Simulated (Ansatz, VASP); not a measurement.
**Two plane-wave programs on Pd**

Contents of INCAR:

```
SYSTEM = Pd
PREC = Accurate ; ENCUT = 520
EDIFF = 1E-7 ; ISMEAR = -1
SIGMA = 0.05 ; LREAL = .FALSE.
LASPH = .TRUE. ; NELM = 60
ALGO = Normal ; ISIF = 2
LWAVE = .FALSE. ; LCHARG = .FALSE.
GGA = PE ; NBANDS = 17
```

The input KPOINTS:

```
Automatic mesh
0
G
  11 11 6
  0 0 0
```

The input POSCAR:

```
Pd
1.0
    2.7460433387      0.0000000000      0.0000000000
   -1.3730216694      2.3781432912      0.0000000000
    0.0000000000      0.0000000000      4.5663327230
Pd
2
Direct
    0.3333333333      0.6666666667      0.2500000000
    0.6666666667      0.3333333333      0.7500000000
```

The input input.yaml:

```yaml
crystal:
  lattice:
    - [2.7460433387, 0.0, 0.0]
    - [-1.3730216694, 2.3781432912, 0.0]
    - [0.0, 0.0, 4.566332723]
  atoms:
    - { symbol: Pd, position: [0.3333333333, 0.6666666667, 0.25] }
    - { symbol: Pd, position: [0.6666666667, 0.3333333333, 0.75] }
hamiltonian:
  xc: pbe
  pseudopotentials: { kind: paw }
kpoints:
  mp_grid: { grid: [11, 11, 6] }
scf:
  occupations: { method: fermi_dirac, width: 0.05 }
output:
  forces: true
  stress: true
  eigenvalues: true
  write_density: true
  write_potential: true
  elf: true
  volumetric_format: npy
```

Change from the starting cell: volume scaled by 0.96.

Alike in both runs: task single point; functional PBE; k mesh 11 × 11 × 6; occupations fermi-dirac, width 0.05 eV; no spin polarisation.

|  | VASP | Ansatz |
| --- | --- | --- |
| version | VASP 6.6.1 | Ansatz 0.2.0 |
| potentials or method | VASP PAW PBE potentials, release 64 (Pd) | Ansatz PAW |
| plane-wave cutoff (eV) | 520 | 420 |
| valence electrons in the cell | 20 | 36 |

VASP gave:

| Item | Value |
| --- | --- |
| gap on the k mesh at the Fermi level (eV) | none |
| pressure (GPa) | 5.5 |
| largest component of the traceless stress (GPa) | 0.17 |

Task: Estimate Ansatz's values.

Result: gap on the k mesh at the Fermi level (eV): none; pressure (GPa): 5.8; largest component of the traceless stress (GPa): 0.23.

A gap of «none» marks a metal or a gap that the smearing closes. With one functional, cell and mesh, what is left measures potentials, basis and numerics. The two sets of potentials don't hold the same shells in valence.
